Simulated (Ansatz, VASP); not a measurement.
# Two plane-wave programs on SnTe

The input INCAR:

```
PREC = Accurate
ENCUT = 520
EDIFF = 1E-6
ISMEAR = -1
SIGMA = 0.05
LREAL = False
LASPH = True
NELM = 80
ALGO = Normal
ISIF = 2
LWAVE = False
LCHARG = False
NBANDS = 17
```

The input KPOINTS:

```
regular mesh
0
Gamma
  7 7 7
```

POSCAR

```
SnTe
1.0
    0.0000000000      3.2126470615      3.2126470615
    3.2126470615      0.0000000000      3.2126470615
    3.2126470615      3.2126470615      0.0000000000
Te Sn
1 1
Direct
    0.5000000000      0.5000000000      0.5000000000
    0.0000000000      0.0000000000      0.0000000000
```

File input.yaml:

```yaml
crystal:
  lattice:
    - [0.0, 3.2126470615, 3.2126470615]
    - [3.2126470615, 0.0, 3.2126470615]
    - [3.2126470615, 3.2126470615, 0.0]
  atoms:
    - { symbol: Te, position: [0.5, 0.5, 0.5] }
    - { symbol: Sn, position: [0.0, 0.0, 0.0] }
hamiltonian:
  xc: lda
  pseudopotentials: { kind: paw }
kpoints:
  mp_grid: { grid: [7, 7, 7] }
scf:
  occupations: { method: fermi_dirac, width: 0.05 }
output:
  forces: true
  stress: true
  eigenvalues: true
```

Alike in both runs: task single point; functional LDA; k mesh 7 × 7 × 7; occupations fermi-dirac, width 0.05 eV; no spin polarisation.

|  | VASP | Ansatz |
| --- | --- | --- |
| version | VASP 6.6.1 | Ansatz 0.2.0 |
| potentials or method | VASP PAW LDA potentials, release 64 (Te, Sn_d) | Ansatz PAW |
| plane-wave cutoff (eV) | 520 | 420 |
| valence electrons in the cell | 20 | 30 |

```tsv
	VASP	Ansatz	Ansatz less VASP
gap on the k mesh at the Fermi level (eV)	0.66	0.66	+0.004
least direct gap on the mesh (eV)	0.66	0.66	+0.004
pressure (GPa)	-3.8	-3.8	-0.01
```

The two sets of potentials don't hold the same shells in valence.

Caveats: the PAW data sets come from PBE, with cores solved anew for the run's functional, which leaves a small shift of forces and pressure (Ansatz). The runs have no spin-orbit coupling, so splittings on Te are missing.
